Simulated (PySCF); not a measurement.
Method used: delta-SCF UKS SCAN, pcX-2 on the ionised atom, pcseg-1 elsewhere, spin-free X2C (PySCF). Geometries: PBE0-D3(BJ)/def2-SVP; isolated species, one conformer each. Values against the vacuum level.

Question: Order these sites by rising C 1s binding energy.
A. C2 in `[BH2:1][CH:2]([BH2:3])[CH:4]1[CH2:5][CH2:6][CH2:7]1`
B. Carbon in `O[SiH2]C(F)F`
C. C4 in `[SiH3:1][CH2:2][c:3]1[cH:4][cH:5][n:6][cH:7][cH:8]1`
D. C3 in `[N:1]#[C:2][CH2:3][C:4]#[N:5]`

Answer: A (289.93 eV), C (290.30 eV), D (294.52 eV), B (295.13 eV).

The highest is bonded to 2 F, H and Si, the lowest to C, H and 2 B; the range is 5.20 eV.

Question: Order these sites by rising Si 1s binding energy.
A. Si2 in `[OH:1][SiH2:2][O:3][SiH3:4]`
B. Silicon in `[SiH3]Cc1ccncc1`
C. Silicon in `O[SiH2]C(F)F`

Answer: B (1846.56 eV), C (1847.78 eV), A (1848.12 eV).

From the lowest up, the atoms are bonded to: C and 3 H (1846.56); O, C and 2 H (1847.78); 2 O and 2 H (1848.12).
